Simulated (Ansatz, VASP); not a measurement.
## One calculation of TaN, two programs

INCAR

```
SYSTEM = TaN
ALGO = Normal
EDIFF = 1E-6
ENCUT = 520
GGA = PS
ISIF = 2
ISMEAR = -1
LASPH = .TRUE.
LCHARG = .TRUE.
LELF = .TRUE.
LREAL = .FALSE.
LVHAR = .TRUE.
LWAVE = .FALSE.
NBANDS = 15
NELM = 80
PREC = Accurate
SIGMA = 0.05
```

File KPOINTS:

```
k-points
0
G
  10 10 10
  0 0 0
```

POSCAR

```
TaN
1.0
    0.0000000000      2.2113230000      2.2113230000
    2.2113230000      0.0000000000      2.2113230000
    2.2113230000      2.2113230000      0.0000000000
Ta N
1 1
Direct
    0.5135260000      0.4842130000      0.5289790000
   -0.0129020000     -0.0147020000      0.0156950000
```

Contents of input.yaml:

```yaml
crystal:
  lattice:
    - [0.0, 2.211323, 2.211323]
    - [2.211323, 0.0, 2.211323]
    - [2.211323, 2.211323, 0.0]
  atoms:
    - { symbol: Ta, position: [0.513526, 0.484213, 0.528979] }
    - { symbol: "N", position: [-0.012902, -0.014702, 0.015695] }
kpoints:
  mp_grid: { grid: [10, 10, 10] }
scf:
  occupations: { method: fermi_dirac, width: 0.05 }
hamiltonian:
  xc: pbesol
  pseudopotentials: { kind: all_electron, lapw: { basis_error: 0.001 } }
output:
  forces: true
  stress: true
  eigenvalues: true
  populations: true
```

Change from the starting cell: atoms moved at random, drawn with an rms of 0.05 Å.

Alike in both runs: task single point; functional PBEsol; k mesh 10 × 10 × 10; occupations fermi-dirac, width 0.05 eV; no spin polarisation.

|  | VASP | Ansatz |
| --- | --- | --- |
| version | VASP 6.6.1 | Ansatz 0.2.0 |
| potentials or method | VASP PAW PBE potentials, release 64 (Ta_pv, N) | all-electron LAPW, scalar-relativistic |
| plane-wave cutoff (eV) | 520 | see its input |

VASP gave:

- gap on the k mesh at the Fermi level (eV): none
- pressure (GPa): -8.1
- largest component of the traceless stress (GPa): 1.41
- rms of the force components (eV/Å): 0.453

Estimate Ansatz's values.

gap on the k mesh at the Fermi level (eV): none; pressure (GPa): -8.9; largest component of the traceless stress (GPa): 1.37; rms of the force components (eV/Å): 0.445.

Atom by atom the forces differ by 0.009 eV/Å (rms over components). A gap of «none» marks a metal or a gap that the smearing closes. Ansatz ran all-electron here, so the differences hold the error of VASP's frozen core and of both bases.

Caveats: the PAW data sets were made with another functional, which shifts forces and pressure a little (VASP). Spin-orbit coupling is left out, which matters for the levels of Ta.
